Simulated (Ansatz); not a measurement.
ZnTe, pressure series

Take ZnTe in the zinc blende structure (space group F-43m, No. 216) as the base.

```yaml
crystal:
  lattice:
    - [0.00000, 3.05682, 3.05682]
    - [3.05682, 0.00000, 3.05682]
    - [3.05682, 3.05682, 0.00000]
  atoms:
    - { symbol: Te, position: [0.25000, 0.25000, 0.25000] }
    - { symbol: Zn, position: [0.00000, 0.00000, 0.00000] }
```

Cell and atoms are relaxed at each pressure.

Level of theory: DFT with r2SCAN, PAW potentials and a 500 eV plane-wave cutoff in Ansatz (a quantum-chemistry and plane-wave program), spin-orbit coupling left out.

```csv
change,band gap,electron mass,density
base,1.79 eV,0.11 mₑ (at Γ),5.61 g/cm³
pressure −2 GPa,1.57 eV,0.10 mₑ (at Γ),5.37 g/cm³
pressure −1 GPa,1.68 eV,0.11 mₑ (at Γ),5.49 g/cm³
pressure 3 GPa,?,?,?
pressure 7 GPa,2.33 eV,"0.93 mₑ along k, 0.23 mₑ across (off the special points)",6.26 g/cm³
pressure 15 GPa,2.10 eV,"1.0 mₑ along k, 0.22 mₑ across (off the special points)",6.81 g/cm³
pressure 30 GPa,1.74 eV,"1.2 mₑ along k, 0.22 mₑ across (off the special points)",7.60 g/cm³
pressure 50 GPa,1.36 eV,"1.7 mₑ along k, 0.21 mₑ across (off the special points)",8.39 g/cm³
pressure 75 GPa,0.98 eV,"1.8 mₑ along k, 0.21 mₑ across (off the special points)",9.18 g/cm³
pressure 100 GPa,0.66 eV,"1.9 mₑ along k, 0.20 mₑ across (off the special points)",9.84 g/cm³
```

Q: Fill in the withheld entries from the trend.

A: 
- pressure 3 GPa, band gap: 2.06 eV
- pressure 3 GPa, electron mass: 0.12 mₑ (at Γ)
- pressure 3 GPa, density: 5.92 g/cm³

Spin-orbit coupling, missing from the scalar runs, can matter with Te. Load acts through the strain it causes; cell and atoms are relaxed under it. Effective masses come from finite differences of ±0.01 Å⁻¹. Along k means along the line from Γ to the band edge. No phonon test of stability was made. Measured, ZnTe leaves this structure (for cinnabar) near 9.5 GPa (temperature not stated; as listed in Datta, Sujoy, Jana, Debnarayan, arXiv (2020)), on rising pressure, with hysteresis.
